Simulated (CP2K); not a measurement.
Crystal: BaTiO3.

```
Ba Ti O
1.0
     3.99980    0.00000    0.00000
     0.00000    3.99980    0.00000
     0.00000    0.00000    4.01800
Ba Ti O
1 1 3
Direct
  0.00000 0.00000 0.00000
  0.50000 0.50000 0.49000
  0.00000 0.50000 0.51700
  0.50000 0.00000 0.51700
  0.50000 0.50000 0.01900
```

Program: CP2K 2026.2. Alike in all runs: no spin polarisation; cell as given; k mesh 7 × 7 × 7; smearing fermi-dirac 0.05 eV.

Order these runs on this cell by their pressure, lowest first.
A. level PBEsol; potentials or basis POTENTIAL_UZH Ba GTH-PBE-q10, Ti GTH-PBE-q12, O GTH-PBE-q6; TZVP-MOLOPT-PBE-GTH basis; EPS_DEFAULT 1.0E-10; NGRIDS 5; CUTOFF of the grids 600 Ry
B. level LDA; potentials or basis GTH_POTENTIALS Ba GTH-PADE-q10, Ti GTH-PADE-q12, O GTH-PADE-q6; TZVP-MOLOPT-PBE-GTH basis; EPS_DEFAULT 1.0E-10; NGRIDS 5; CUTOFF of the grids 600 Ry; points a segment of the path (NPOINTS) 10; bands added on the path 6
C. level r2SCAN; potentials or basis POTENTIAL_UZH Ba GTH-SCAN-q10, Ti GTH-SCAN-q12, O GTH-SCAN-q6; TZVP-MOLOPT-SCAN-GTH basis; EPS_DEFAULT 1.0E-9; NGRIDS 4; CUTOFF of the grids 850 Ry; points a segment of the path (NPOINTS) 10; bands added on the path 4

B (-7.4 GPa), A (-1.6 GPa), C (1.7 GPa).

Caveats: the basis of atomic orbitals isn't converged, which shifts pressures, moduli and gaps; the potentials were made for another functional, which shifts forces and pressure (some runs).
